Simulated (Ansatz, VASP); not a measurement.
## Two plane-wave programs on Cu

```
CELL_PARAMETERS angstrom
1.22653 -4.00271 0.00000
1.22653 4.00271 0.00000
0.00000 0.00000 2.49189
ATOMIC_POSITIONS crystal
Cu 0.86613 0.13387 0.75000
Cu 0.13387 0.86613 0.25000
```

This isn't the form of Cu at room conditions, which is fcc.

Alike in both runs: task single point; functional PBEsol; k mesh 11 × 11 × 11; occupations fermi-dirac, width 0.05 eV; no spin polarisation.

```csv
,VASP,Ansatz
version,VASP 6.6.1,Ansatz 0.2.0
potentials or method,"VASP PAW PBE potentials, release 64 (Cu)",Ansatz PAW
plane-wave cutoff (eV),520,420
valence electrons in the cell,22,38
```

|  | VASP | Ansatz | Ansatz less VASP |
| --- | --- | --- | --- |
| gap on the k mesh at the Fermi level (eV) | none | none | - |
| pressure (GPa) | -3.6 | -4.3 | -0.70 |
| largest component of the traceless stress (GPa) | 0.66 | 0.72 | +0.056 |
| rms of the force components (eV/Å) | 0.014 | 0.017 | +0.0022 |

Atom by atom the forces differ by 0.002 eV/Å (rms over components). A gap of «none» marks a metal or a gap that the smearing closes. The two sets of potentials don't hold the same shells in valence.

Caveats: the PAW data sets were made with another functional, which shifts forces and pressure a little (VASP); the PAW data sets come from PBE, with cores solved anew for the run's functional, which leaves a small shift of forces and pressure (Ansatz).
